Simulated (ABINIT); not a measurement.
# Nb (Fm-3m) in ABINIT: single point with LDA-PZ

Aim: the single point of Nb with LDA-PZ.

Everything below comes from runs of ABINIT 10.8.3 (patched build). Logs are shortened: lines on timing, memory, paths and dates and some standing lists are left out, and cuts for length are marked. The log counts tension as positive stress, the text compression.

### Step 1. Starting point

It takes space group Fm-3m (No. 225, cubic). Conventional cell: a = 4.230 Å, b = 4.230 Å, c = 4.230 Å, α = 90.00°, β = 90.00°, γ = 90.00°. Nb (site symmetry m-3m) has 12 Nb at 2.99 Å as nearest neighbours.

This isn't the form of Nb at room conditions, which is bcc.

### Step 2. Single point, LDA-PZ

Contents of run.abi:

```
# Pseudopotentials
pp_dirpath "./"
pseudos "Nb.LDA_PW-JTH.xml"

# Structure
acell 3*1.0 Angstrom
rprim
     0.0000000000     2.1150000000     2.1150000000
     2.1150000000     0.0000000000     2.1150000000
     2.1150000000     2.1150000000     0.0000000000
ntypat 1
znucl 41
natom 1
typat 1
xred
     0.0000000000     0.0000000000     0.0000000000

# Plane-wave basis
ecut 16.0
pawecutdg 32.0

# k points
kptopt 1
ngkpt 8 8 8
nshiftk 1
shiftk 0.0 0.0 0.0

# Exchange and correlation
ixc 2

# Bands and occupations
nband 11
occopt 3
tsmear 0.05 eV

# SCF cycle
nstep 100
tolvrs 1.0e-9

# Output
iomode 3
prtwf 0
prteig 0
prtebands 0
enunit 2
prtden 1
prtvha 1
prtvclmb 1
prtpot 1
```

Potentials or basis: JTH PAW LDA v2.0.

On the command line:

```sh
> mpirun --bind-to none -np 4 abinit run.abi > log 2>&1
```

run.abo:

```text
.Version 10.8.3 of ABINIT
 Symmetries : space group Fm -3 m (#225); Bravais cF (face-center cubic)
================================================================================
 Values of the parameters that define the memory need of the present run
     intxc =       0    ionmov =       0      iscf =      17    lmnmax =      18
     lnmax =       6     mgfft =      24  mpssoang =       3    mqgrid =    3001
     natom =       1  nloc_mem =       2    nspden =       1   nspinor =       1
    nsppol =       1      nsym =      48    n1xccc =       1    ntypat =       1
    occopt =       3   xclevel =       1
       mpw =         399          nfft =       13824          nkpt =          29
 PAW method is used; the additional fine FFT grid is defined by:
   mgfftf=        30    nfftf =     27000
================================================================================
================================================================================

--------------------------------------------------------------------------------
------------- Echo of variables that govern the present computation ------------
--------------------------------------------------------------------------------
 -outvars: echo values of preprocessed input variables --------
            acell      1.8897261259E+00  1.8897261259E+00  1.8897261259E+00 Bohr
              amu      9.29063800E+01
             ecut      1.60000000E+01 Hartree
           enunit           2
              ixc           2
         kptrlatt        8    0    0      0    8    0      0    0    8
          kptrlen      4.52182993E+01
            natom           1
            nband          11
            ngfft          24      24      24
          ngfftdg          30      30      30
             nkpt          29
            nstep         100
             nsym          48
           ntypat           1
           occopt           3
        pawecutdg      3.20000000E+01 Hartree
        prtebands           0
           prteig           0
           prtpot           1
         prtvclmb           1
           prtvha           1
            prtwf           0
            rprim      0.0000000000E+00  2.1150000000E+00  2.1150000000E+00
                       2.1150000000E+00  0.0000000000E+00  2.1150000000E+00
                       2.1150000000E+00  2.1150000000E+00  0.0000000000E+00
          spgroup         225
           tolvrs      1.00000000E-09
           tsmear      1.83746611E-03 Hartree
            typat      1
           useylm           1
            znucl       41.00000

================================================================================

 chkinp: Checking input parameters for consistency.

================================================================================
== DATASET  1 ==================================================================

--- !DatasetInfo
iteration_state: {dtset: 1, }
dimensions: {natom: 1, nkpt: 29, mband: 11, nsppol: 1, nspinor: 1, nspden: 1, mpw: 399, }
cutoff_energies: {ecut:  16.0, pawecutdg:  32.0, }
electrons: {nelect:   1.30000000E+01, charge:   0.00000000E+00, occopt:   3.00000000E+00, tsmear:   1.83746611E-03, }
meta: {optdriver: 0, ionmov: 0, optcell: 0, iscf: 17, paral_kgb: 0, }
...

 Exchange-correlation functional for the present dataset will be:
  LDA: Perdew-Zunger-Ceperley-Alder - ixc=2
  J.P.Perdew and A.Zunger, PRB 23, 5048 (1981)

 Real(R)+Recip(G) space primitive vectors, cartesian coordinates (Bohr,Bohr^-1):
 R(1)=  0.0000000  3.9967708  3.9967708  G(1)= -0.1251010  0.1251010  0.1251010
 R(2)=  3.9967708  0.0000000  3.9967708  G(2)=  0.1251010 -0.1251010  0.1251010
 R(3)=  3.9967708  3.9967708  0.0000000  G(3)=  0.1251010  0.1251010 -0.1251010
 Unit cell volume ucvol=  1.2769024E+02 bohr^3
 Angles (23,13,12)=  6.00000000E+01  6.00000000E+01  6.00000000E+01 degrees

 Coarse grid specifications (used for wave-functions):

 getcut: wavevector=  0.0000  0.0000  0.0000  ngfft=  24  24  24
         ecut(hartree)=     16.000   => boxcut(ratio)=   2.35810

 getcut : COMMENT -
  Note that boxcut > 2.2 ; recall that boxcut=Gcut(box)/Gcut(sphere) = 2
  is sufficient for exact treatment of convolution.
  Such a large boxcut is a waste : you could raise ecut
  e.g. ecut=   22.242509 Hartrees makes boxcut=2

 Fine grid specifications (used for densities):

 getcut: wavevector=  0.0000  0.0000  0.0000  ngfft=  30  30  30
         ecut(hartree)=     32.000   => boxcut(ratio)=   2.08660

--- Pseudopotential description ------------------------------------------------
- pspini: atom type   1  psp file is ./Nb.LDA_PW-JTH.xml
 Pseudopotential format is: paw10
 basis_size (lnmax)=  6 (lmn_size= 18), orbitals=   0   0   1   1   2   2
 Spheres core radius: rc_sph= 2.22094190
 Shapefunction is BESSEL type: shapef(r,l)=aa(1,l)*jl(q(1,l)*r)+aa(2,l)*jl(q(2,l)*r)
 Radius for shape functions =  1.90969629
 Compensation charge density is not taken into account in XC energy/potential

   2.00986716E+02                                ecore*ucvol(ha*bohr**3)
--------------------------------------------------------------------------------

================================================================================

--- !BeginCycle
iteration_state: {dtset: 1, }
solver: {iscf: 17, nstep: 100, nline: 4, wfoptalg: 10, }
tolerances: {tolvrs: 1.00E-09, }
...

     iter   Etot(hartree)      deltaE(h)  residm     nres2
 ETOT  1  -57.601163504586    -5.760E+01 5.010E-01 4.948E+00
 ETOT  2  -57.707101450679    -1.059E-01 1.239E-02 5.809E-01
 ETOT  3  -57.706773687395     3.278E-04 1.256E-03 1.296E-01
 ETOT  4  -57.706780692741    -7.005E-06 1.031E-03 5.061E-04
 ETOT  5  -57.706780722957    -3.022E-08 3.041E-04 9.252E-05
 ETOT  6  -57.706780771783    -4.883E-08 4.308E-04 1.061E-06
 ETOT  7  -57.706780778021    -6.238E-09 1.044E-04 1.708E-08
 ETOT  8  -57.706780778014     6.736E-12 1.424E-04 1.865E-09
 ETOT  9  -57.706780778021    -6.786E-12 3.264E-05 4.940E-11

 At SCF step    9       nres2   =  4.94E-11 < tolvrs=  1.00E-09 =>converged.

 Cartesian components of stress tensor (hartree/bohr^3)
  sigma(1 1)=  3.84985223E-04  sigma(3 2)=  0.00000000E+00
  sigma(2 2)=  3.84985223E-04  sigma(3 1)=  0.00000000E+00
  sigma(3 3)=  3.84985223E-04  sigma(2 1)=  0.00000000E+00

--- !ResultsGS
iteration_state: {dtset: 1, }
comment   : Summary of ground state results
lattice_vectors:
- [  0.0000000,   3.9967708,   3.9967708, ]
- [  3.9967708,   0.0000000,   3.9967708, ]
- [  3.9967708,   3.9967708,   0.0000000, ]
lattice_lengths: [   5.65229,    5.65229,    5.65229, ]
lattice_angles: [ 60.000,  60.000,  60.000, ] # degrees, (23, 13, 12)
lattice_volume:   1.2769024E+02
convergence: {deltae: -6.786E-12, res2:  4.940E-11, residm:  3.264E-05, diffor: null, }
etotal    :  -5.77067808E+01
entropy   :   0.00000000E+00
fermie    :   4.88444734E-01
cartesian_stress_tensor: # hartree/bohr^3
- [  3.84985223E-04,   0.00000000E+00,   0.00000000E+00, ]
- [  0.00000000E+00,   3.84985223E-04,   0.00000000E+00, ]
- [  0.00000000E+00,   0.00000000E+00,   3.84985223E-04, ]
pressure_GPa:  -1.1327E+01
xred      :
- [  0.0000E+00,   0.0000E+00,   0.0000E+00, Nb]
cartesian_forces: # hartree/bohr
- [ -0.00000000E+00,  -0.00000000E+00,  -0.00000000E+00, ]
force_length_stats: {min:   0.00000000E+00, max:   0.00000000E+00, mean:   0.00000000E+00, }
...

 Integrated electronic density in atomic spheres:
 ------------------------------------------------
 Atom  Sphere_radius  Integrated_density
    1        2.22094         10.12405190

================================================================================

 ----iterations are completed or convergence reached----

 Mean square residual over all n,k,spin=   19.078E-08; max=  32.640E-06
 reduced coordinates (array xred) for    1 atoms
       0.000000000000      0.000000000000      0.000000000000
 rms dE/dt=  0.0000E+00; max dE/dt=  0.0000E+00; dE/dt below (all hartree)
    1       0.000000000000      0.000000000000      0.000000000000

 cartesian coordinates (angstrom) at end:
    1      0.00000000000000     0.00000000000000     0.00000000000000

 cartesian forces (hartree/bohr) at end:
    1     -0.00000000000000    -0.00000000000000    -0.00000000000000
 frms,max,avg= 0.0000000E+00 0.0000000E+00   0.000E+00  0.000E+00  0.000E+00 h/b

 cartesian forces (eV/Angstrom) at end:
    1     -0.00000000000000    -0.00000000000000    -0.00000000000000
 frms,max,avg= 0.0000000E+00 0.0000000E+00   0.000E+00  0.000E+00  0.000E+00 e/A
 length scales=  1.889726125908  1.889726125908  1.889726125908 bohr
              =  1.000000000000  1.000000000000  1.000000000000 angstroms
 Fermi (or HOMO) energy (hartree) =   0.48844   Average Vxc (hartree)=  -0.45516
 Eigenvalues (hartree) for nkpt=  29  k points:
 kpt#   1, nband= 11, wtk=  0.00195, kpt=  0.0000  0.0000  0.0000 (reduced coord)
  -1.51961   -0.61762   -0.61762   -0.61762    0.26060    0.49186    0.49186    0.49186
   0.58553    0.58553    0.92317
      occupation numbers for kpt#   1
   2.00000    2.00000    2.00000    2.00000    2.00000    0.27004    0.27004    0.27004
   0.00000    0.00000    0.00000
 prteigrs : prtvol=0 or 1, do not print more k-points.

 Fermi (or HOMO) energy (eV) =  13.29126   Average Vxc (eV)= -12.38555
 Eigenvalues (   eV  ) for nkpt=  29  k points:
 kpt#   1, nband= 11, wtk=  0.00195, kpt=  0.0000  0.0000  0.0000 (reduced coord)
 -41.35076  -16.80626  -16.80626  -16.80626    7.09125   13.38412   13.38412   13.38412
  15.93318   15.93318   25.12073
 prteigrs : prtvol=0 or 1, do not print more k-points.

--- !EnergyTerms
iteration_state     : {dtset: 1, }
comment             : Components of total free energy in Hartree
kinetic             :  1.30334303703931E+01
hartree             :  9.03339382801599E+00
xc                  : -6.50836845694917E+00
Ewald energy        : -4.84667333812460E+01
psp_core            :  1.57401780919491E+00
local_psp           : -4.06255932765009E+01
PAW spherical_terms :  1.42535448487047E+01
internal            : -5.77063082583874E+01
'-kT*entropy'       : -4.63306776767632E-04
total_energy        : -5.77067715651641E+01
total_energy_eV     : -1.57028125006827E+03
...

--- !EnergyTermsDC
iteration_state     : {dtset: 1, }
comment             : '"Double-counting" decomposition of free energy'
band_energy         : -4.76404403163018E+00
Ewald energy        : -4.84667333812460E+01
psp_core            :  1.57401780919491E+00
xc_dc               : -7.85177511862370E+00
PAW spherical_terms :  1.80221725106075E+00
internal            : -5.77063174712442E+01
'-kT*entropy'       : -4.63306776767632E-04
total_energy_dc     : -5.77067807780210E+01
total_energy_dc_eV  : -1.57028150076288E+03
...

--- !EnergyTermsWithPAWCore
iteration_state     : {dtset: 1, }
comment             : 'Components of total free energy, including PAW core contributions'
Total energy        : -3.81594295076517E+03
Total energy DC     : -3.81594295997803E+03
Total energy (eV)   : -1.03837097525900E+05
Total energy DC (eV): -1.03837097776594E+05
...

 Cartesian components of stress tensor (hartree/bohr^3)
  sigma(1 1)=  3.84985223E-04  sigma(3 2)=  0.00000000E+00
  sigma(2 2)=  3.84985223E-04  sigma(3 1)=  0.00000000E+00
  sigma(3 3)=  3.84985223E-04  sigma(2 1)=  0.00000000E+00

-Cartesian components of stress tensor (GPa)         [Pressure= -1.1327E+01 GPa]
- sigma(1 1)=  1.13266563E+01  sigma(3 2)=  0.00000000E+00
- sigma(2 2)=  1.13266563E+01  sigma(3 1)=  0.00000000E+00
- sigma(3 3)=  1.13266563E+01  sigma(2 1)=  0.00000000E+00

== END DATASET(S) ==============================================================
================================================================================

 -outvars: echo values of variables after computation  --------
            acell      1.8897261259E+00  1.8897261259E+00  1.8897261259E+00 Bohr
           etotal     -5.7706780778E+01
            fcart     -0.0000000000E+00 -0.0000000000E+00 -0.0000000000E+00
            rprim      0.0000000000E+00  2.1150000000E+00  2.1150000000E+00
                       2.1150000000E+00  0.0000000000E+00  2.1150000000E+00
                       2.1150000000E+00  2.1150000000E+00  0.0000000000E+00
           strten      3.8498522282E-04  3.8498522282E-04  3.8498522282E-04
                       0.0000000000E+00  0.0000000000E+00  0.0000000000E+00
 Calculation completed.
```

It took 1.8 s on 4 MPI ranks of Arm Neoverse V2, shared host; peak memory 0.24 GiB.

Results:

```yaml
Free_energy: -1570.2815 eV
Pressure: -11.3 GPa
Band_gap_on_the_k_mesh: none (metal or under the smearing width)
Valence_electrons_inside_the_program's_atomic_spheres: Nb 10.12 (radii [1.1753] Å)
```

Levels at points of the mesh, in eV from the Fermi level:
```tsv
k point	band 4	band 5	band 6	band 7	band 8	band 9
(0.00, 0.00, 0.00)	-30.10	-6.20	0.09	0.09	0.09	2.64
(0.50, 0.00, 0.00)	-30.25	-3.82	-0.10	-0.10	1.38	4.62
(0.50, 0.50, 0.00)	-30.51	-4.03	-3.28	3.56	4.58	5.19
```
